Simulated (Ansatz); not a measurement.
Input and command of a plane-wave DFT calculation in Ansatz:

```yaml
crystal:
  lattice:
    - [0.0, 2.7705072981, 2.7705072981]
    - [2.7705072981, 0.0, 2.7705072981]
    - [2.7705072981, 2.7705072981, 0.0]
  atoms:
    - { symbol: Ga, position: [0.0, 0.0, 0.0] }
    - { symbol: Sb, position: [0.75, 0.75, 0.75] }
basis:
  ecutwfc: 420
kpoints:
  mp_grid: { grid: [6, 6, 6] }
hamiltonian:
  xc: pbe
scf:
  occupations: { method: gaussian, width: 0.1 }
output:
  forces: true
  stress: true
  eigenvalues: true
relax:
  adjacent_minimum: "off"
  f_tol: 0.05
  max_steps: 60
  cell: { stress_tol: 0.5 }
```

```bash
ansatz run input.yaml --threads 1 --pin off --max-ram 2560MiB --backend cpu --events-out ev --progress --plain --runs-dir out
```

Processor: Intel(R) Xeon(R) Platinum 8259CL CPU @ 2.50GHz (Skylake/Cascade Lake), 1 thread, on a host shared with other jobs.

**Question.** Estimate time, memory and problem size.

**Answer.** About 21 s on 1 thread of Intel(R) Xeon(R) Platinum 8259CL CPU @ 2.50GHz (Skylake/Cascade Lake), on a shared host, peak memory 0.4 GiB. It solves 18 bands at 16 k points (the mesh reduced by the symmetry that the task leaves, which can be less than the crystal's) with about 1211 plane waves (on the last cell), in 41 SCF iterations over 7 ionic steps.
